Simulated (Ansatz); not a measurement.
# ZrO$_{2}$: energy along a strain

ZrO$_{2}$, Fm-3m, a = 5.070 Å (as given, not relaxed at this level: 3.0 GPa). This isn't the usual stable structure of the compound. Ansatz: r2SCAN, PAW, 500 eV, Γ-centred 8×8×8 mesh on 3 atoms, Gaussian smearing 0.05 eV; no spin polarisation. Cell vectors (Å): 0.000 2.535 2.535; 2.535 0.000 2.535; 2.535 2.535 0.000. The cell is strained by x per cent times the pattern (0 0 0 1 0 0) in the order xx yy zz yz xz xy (engineering shears), with fractional coordinates held. y is the free energy over the start, V0 = 10.860 Å³/atom. Symmetry makes y even in x.

| x (%) | y (meV/atom) |
| --- | --- |
| -2.00 | 1.37 |
| -1.00 | 0.34 |
| 0.00 | 0.00 |
| 0.25 | 0.02 |
| 0.50 | 0.09 |
| 0.75 | 0.20 |
| 1.25 | 0.54 |
| 1.50 | 0.77 |
| 1.75 | ? |

Task: Fit y = c2 x² + c4 x⁴ to the other rows, get the stiffness along the pattern, and predict the missing energy.

Result: Least squares on the rows shown. y = 0.3450 x² − 0.0006794 x⁴. The clamped-ion stiffness p·C·p = 2 × 3.450 eV × 160.2 / 10.860 Å³ = 102 GPa, which is C44 in these axes (second derivative at the start, which stands under stress). At x = 1.75 the fit asked for gives 1.05 meV/atom. The run gave 1.05 meV/atom, the same to the digits shown.